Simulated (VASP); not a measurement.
The system is CaSe.

```
CELL_PARAMETERS angstrom
0.00000 2.95600 2.95600
2.95600 0.00000 2.95600
2.95600 2.95600 0.00000
ATOMIC_POSITIONS crystal
Se 0.50000 0.50000 0.50000
Ca 0.00000 0.00000 0.00000
```

Base run:

| Quantity | Value |
| --- | --- |
| Program | VASP 6.6.1 |
| Functional | TB-mBJ |
| Potentials or basis | VASP PAW PBE potentials, release 64 (Se, Ca_sv) |
| Cutoff | 520 eV |
| k mesh | 8 × 8 × 8 |
| Occupations | gaussian, width 0.02 eV |
| Spin | no spin polarisation |

Its results: band gap on the k mesh 2.86 eV, indirect (least direct gap 3.70 eV).

Q: After a change of settings the same cell gave: band gap on the k mesh 2.49 eV, indirect (least direct gap 3.44 eV). Which change was it?
A. functional from TB-mBJ to LDA; potentials or basis from VASP PAW PBE potentials, release 64 (Se, Ca_sv) to VASP PAW LDA potentials, release 64 (Se, Ca_sv)
B. functional from TB-mBJ to r2SCAN
C. functional from TB-mBJ to PBEsol

A: B.
